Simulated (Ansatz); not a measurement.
**Piezoelectric tensor of GaAs at 15 GPa (stress–strain coefficients)**

Theory: Ansatz 0.2.0, DFT PBE, scalar-relativistic, plane waves, PAW. Cutoff 420 eV, 12×12×12 k-points (Γ-centred), fixed occupations. No spin polarisation.

The cell, relaxed at 15 GPa:
```
CELL_PARAMETERS angstrom
0.00000 2.71716 2.71716
2.71716 0.00000 2.71716
2.71716 2.71716 0.00000
ATOMIC_POSITIONS crystal
Ga 0.00000 0.00000 0.00000
As 0.75000 0.75000 0.75000
```

At this pressure the crystal is close to a known change of phase.

(1) Give the relaxed-ion proper piezoelectric stress tensor e_iJ (C/m², Voigt columns xx yy zz yz xz xy).

(2) With the elastic constants (GPa, Voigt order)
C11 = 162.4, C12 = 105.0, C13 = 105.0, C22 = 162.4, C23 = 105.0, C33 = 162.4, C44 = 60.5, C55 = 60.5, C66 = 60.5 GPa; the others vanish.
find the strain coefficients d = e·C⁻¹ (pC/N).

Results:

(1)
```
x    0.000  0.000  0.000 -0.070  0.000  0.000
y    0.000  0.000  0.000  0.000 -0.070  0.000
z    0.000  0.000  0.000  0.000  0.000 -0.070
```
Signs follow the orientation of the cell as given.

(2)
```
x    0.00  0.00  0.00 -1.16  0.00  0.00
y    0.00  0.00  0.00  0.00 -1.16  0.00
z    0.00  0.00  0.00  0.00  0.00 -1.16
```

Cost: 1 run of about 4.5 core-minutes, on Intel Xeon Processor @ 2.70GHz (shared hosts).